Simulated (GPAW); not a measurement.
Runs of GPAW 26.7.0 on Ru. Symmetry: P6_3/mmc, No. 194, hexagonal system. Conventional cell: a = 2.706 Å, b = 2.706 Å, c = 4.282 Å, α = 90.00°, β = 90.00°, γ = 120.00°. Ru (site symmetry -6m2) is surrounded by 12 Ru at 2.65 to 2.71 Å. 

| level | gap on the mesh (eV) | pressure (GPa) | relaxed volume (Å³/atom) |
| --- | --- | --- | --- |
| PBEsol+D3(BJ) | none | 0.0 | 12.99 |
| PBEsol | none | 0.1 | (b) |
| PBEsol+D3 | none | 0.0 | 13.01 |
| PBEsol+D3(BJ)+ATM | none | 0.0 | 13.06 |
| PBEsol+D4 | none | 0.0 | (a) |

Alike in all rows: task relaxation of cell and atoms; potentials or basis PAW data sets generated in the run's folder for this functional, pw; no spin polarisation; cell relaxed; k mesh 8 × 8 × 5; cutoff (eV) 600; smearing fermi-dirac 0.05 eV.

Estimate the missing entries.

(a) 13.14; (b) 13.26.

Caveats: later steps reuse the first step's grids; pairwise dispersion overbinds metals, which lowers pressure and volume (some runs).

A k mesh can miss the band edges, and the runs leave out spin-orbit coupling on Ru.

A gap of «none» marks a metal or a gap under the smearing width.
